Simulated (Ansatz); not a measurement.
**Si: energies, forces and stress near the listed structure**

Aim: see how energy, forces, stress and gap of Si answer to moves of single atoms, random distortions, further strains and shifts, swapped elements. Nothing is relaxed unless a step says so.

Computed with Ansatz 0.2.0 (DFT PBEsol, scalar-relativistic, plane waves, PAW, unless a step's input says otherwise).

**1. The structure to begin with**

It takes space group Fmmm (No. 69, orthorhombic). The conventional cell has a = 4.845 Å, b = 5.320 Å, c = 9.286 Å, α = 90.00°, β = 90.00°, γ = 90.00°. Around Si (site symmetry m2m) lie 5 Si at 2.42 to 2.51 Å. Si (site symmetry mm2) has 6 Si at 2.48 to 2.72 Å as nearest neighbours.

Coordinates:

```xyz
4
Lattice="0.0000 2.6599 4.6432 2.4223 0.0000 4.6432 2.4223 2.6599 0.0000" Properties=species:S:1:pos:R:3 pbc="T T T"
Si    2.4223    3.8696    4.6432
Si    2.4223    1.4502    4.6432
Si    2.4223    2.6599    7.2413
Si    2.4223    2.6599    2.0452
```

The structure comes from the Materials Project (structure only).

**2. A distortion of lower symmetry**

What differs from the listed cell: strain xx, yy, zz, yz, xz, xy = -3.3, +1.0, +4.2, +0.0, -6.0, +0.0 %; atoms moved by 0.25 Å root mean square, at most 0.28 Å.

input.yaml

```yaml
crystal:
  lattice:
    - [-0.2785946125, 2.6875880232, 4.8364024735]
    - [2.0625514121, 0.0, 4.6910664071]
    - [2.3411460246, 2.6875880232, -0.1453360663]
  atoms:
    - { symbol: Si, position: [0.7562067535, 0.2437932465, 0.7562067535] }
    - { symbol: Si, position: [0.3249449808, 0.6750550192, 0.3249449808] }
    - { symbol: Si, position: [0.772859031, 0.8170448614, 0.1459892347] }
    - { symbol: Si, position: [0.1459892347, 0.2641068729, 0.772859031] }
basis:
  ecutwfc: 420
kpoints:
  mp_grid: { grid: [12, 12, 12] }
hamiltonian:
  xc: pbesol
scf:
  occupations: { method: gaussian, width: 0.1 }
output:
  forces: true
  stress: true
  eigenvalues: true
```

**3. Substitution of an element, cell strained: Si → Pb, first probe**

input.yaml

```yaml
crystal:
  lattice:
    - [0.0, 3.2237595754, 5.6275459166]
    - [2.9357544973, 0.0, 5.6275459166]
    - [2.9357544973, 3.2237595754, 0.0]
  atoms:
    - { symbol: Pb, position: [0.72739428, 0.27260572, 0.72739428] }
    - { symbol: Pb, position: [0.27260572, 0.72739428, 0.27260572] }
    - { symbol: Pb, position: [0.7797693, 0.7797693, 0.2202307] }
    - { symbol: Pb, position: [0.2202307, 0.2202307, 0.7797693] }
basis:
  ecutwfc: 420
kpoints:
  mp_grid: { grid: [4, 4, 4] }
hamiltonian:
  xc: pbesol
scf:
  occupations: { method: gaussian, width: 0.1 }
output:
  forces: true
  stress: true
  eigenvalues: true
```

**4. One element swapped, cell strained: Si → Pb**

Edit input.yaml of step 3 so:

```diff
@@ -13,3 +13,3 @@
 kpoints:
-  mp_grid: { grid: [4, 4, 4] }
+  mp_grid: { grid: [10, 10, 10] }
 hamiltonian:
@@ -22 +22,2 @@
   eigenvalues: true
+  populations: true
```

**5. A change within a subgroup**

input.yaml

```yaml
crystal:
  lattice:
    - [0.0118313246, 2.5206253397, 4.8378503388]
    - [2.3313089768, -0.1869757392, 4.9511321677]
    - [2.2536185658, 2.6476257289, -0.0665805063]
  atoms:
    - { symbol: Si, position: [0.7639641426, 0.2630622235, 0.7510485203] }
    - { symbol: Si, position: [0.2619455944, 0.749981413, 0.2590844716] }
    - { symbol: Si, position: [0.7432277541, 0.785674934, 0.23408341] }
    - { symbol: Si, position: [0.2308604447, 0.2012834937, 0.7557856622] }
basis:
  ecutwfc: 420
kpoints:
  mp_grid: { grid: [12, 12, 12] }
hamiltonian:
  xc: pbesol
scf:
  occupations: { method: gaussian, width: 0.1 }
output:
  forces: true
  stress: true
  eigenvalues: true
  populations: true
```

**6. A random distortion, cell strained**

input.yaml

```yaml
crystal:
  lattice:
    - [0.0399689115, 2.5823169508, 4.4776308055]
    - [2.4070274793, 0.0507440397, 4.4694127167]
    - [2.4501537963, 2.6072445563, 0.0065709467]
  atoms:
    - { symbol: Si, position: [0.7337970981, 0.2669480707, 0.7035960612] }
    - { symbol: Si, position: [0.2675516573, 0.7158629538, 0.3132626453] }
    - { symbol: Si, position: [0.805843093, 0.796215353, 0.1795924414] }
    - { symbol: Si, position: [0.1928070749, 0.2209725457, 0.8035499289] }
basis:
  ecutwfc: 420
kpoints:
  mp_grid: { grid: [12, 12, 12] }
hamiltonian:
  xc: pbesol
scf:
  occupations: { method: gaussian, width: 0.1 }
output:
  forces: true
  stress: true
  eigenvalues: true
  populations: true
```

**7. Random moves and strain, cell strained**

input.yaml

```yaml
crystal:
  lattice:
    - [-0.0150639249, 2.7377205433, 4.7774882314]
    - [2.4910155546, -0.0014783112, 4.7704766021]
    - [2.4794804948, 2.7149761767, 0.0051707058]
  atoms:
    - { symbol: Si, position: [0.738230088, 0.2881006437, 0.6788765828] }
    - { symbol: Si, position: [0.2362131749, 0.6803903811, 0.3603235322] }
    - { symbol: Si, position: [0.7871173359, 0.806096, 0.1910058893] }
    - { symbol: Si, position: [0.2384414654, 0.225410911, 0.7697919315] }
basis:
  ecutwfc: 420
kpoints:
  mp_grid: { grid: [10, 10, 10] }
hamiltonian:
  xc: pbesol
scf:
  occupations: { method: gaussian, width: 0.1 }
output:
  forces: true
  stress: true
  eigenvalues: true
```

**8. One atom moved**

input.yaml

```yaml
crystal:
  lattice:
    - [0.0, 2.65989848, 4.6432435421]
    - [2.4222677723, 0.0, 4.6432435421]
    - [2.4222677723, 2.65989848, 0.0]
  atoms:
    - { symbol: Si, position: [0.72739428, 0.27260572, 0.72739428] }
    - { symbol: Si, position: [0.2261616393, 0.7738383607, 0.3190498007] }
    - { symbol: Si, position: [0.7797693, 0.7797693, 0.2202307] }
    - { symbol: Si, position: [0.2202307, 0.2202307, 0.7797693] }
basis:
  ecutwfc: 420
kpoints:
  mp_grid: { grid: [12, 12, 12] }
hamiltonian:
  xc: pbesol
scf:
  occupations: { method: gaussian, width: 0.1 }
output:
  forces: true
  stress: true
  eigenvalues: true
  populations: true
```

**Question.** What will these runs give? Wanted: for each run, case; energy; pressure; largest force.

**Answer**, as computed:

| step | case | energy (meV/atom) | pressure (GPa) | largest force (eV/Å) | gap on the mesh (eV) |
| --- | --- | --- | --- | --- | --- |
| 2 | a distortion of lower symmetry | +0.0 | 8.0 | 2.22 | 0.00 |
| 4 | one element swapped, cell strained: Si → Pb | n/a | 10.6 | 0.49 | 0.00 |
| 5 | a change within a subgroup | -38.4 | 6.7 | 2.49 | 0.00 |
| 6 | a random distortion, cell strained | -55.1 | 17.4 | 2.24 | 0.00 |
| 7 | random moves and strain, cell strained | -98.0* | -2.1 | 1.62 | 0.00 |
| 8 | one atom moved | -170.0 | 2.6 | 2.27 | 0.00 |

Energies are counted from step 2, with the smearing taken to zero; a star marks another k mesh, which can shift energies by itself, so starred rows don't rank against the others. Other atoms or functionals have another zero of energy (n/a). A gap of 0.00 means none on the mesh at this level.

What this shows: Among the distorted cells of the listed formula and level the largest force, 2.49 eV/Å, acts on Si4 in step 5. The distorted cells of the listed formula and level show no gap on the mesh. The runs treat Pb without spin-orbit coupling.
